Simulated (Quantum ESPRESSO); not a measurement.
# NbAs in Quantum ESPRESSO: the effect of target pressure

NbAs:

```xyz
4
Lattice="-1.7259 1.7259 5.8400 1.7259 -1.7259 5.8400 1.7259 1.7259 -5.8400" Properties=species:S:1:pos:R:3 pbc="T T T"
Nb    0.0000    1.7259    0.0000
Nb    0.0000    0.0000    8.7600
As    0.0000    1.7259    4.8589
As    0.0000    0.0000    1.9389
```

Alike in all runs:

* Program: Quantum ESPRESSO 7.5
* Task: relaxation of cell and atoms
* Functional: PBEsol
* Potentials or basis: GBRV 1.5 PBEsol
* Cutoff: 707 eV
* Density cutoff: 5633 eV
* k mesh: 6 × 6 × 6
* Occupations: fermi-dirac, width 0.05 eV
* Spin: no spin polarisation

Each run relaxes the cell or the atoms first.

| target pressure | relaxed volume (Å³/atom) |
| --- | --- |
| 0 GPa | 17.20 |
| 2 GPa | 17.01 |
| 5 GPa | 16.74 |
| 10 GPa | 16.34 |
| 20 GPa | 15.67 |
| 30 GPa | ? |

Q: What does the run with target pressure 30 GPa give?

A: Relaxed volume 15.11 Å³/atom.

Worked out: In Murnaghan's law V^(-B') rises as a straight line in P. The other rows fit best with B' = 4.4, V0 = 17.20 Å³/atom and B0 = 174 GPa, which gives 15.13 Å³/atom at 30 GPa, against the run's 15.11.

Caveats: all runs use coarse meshes.
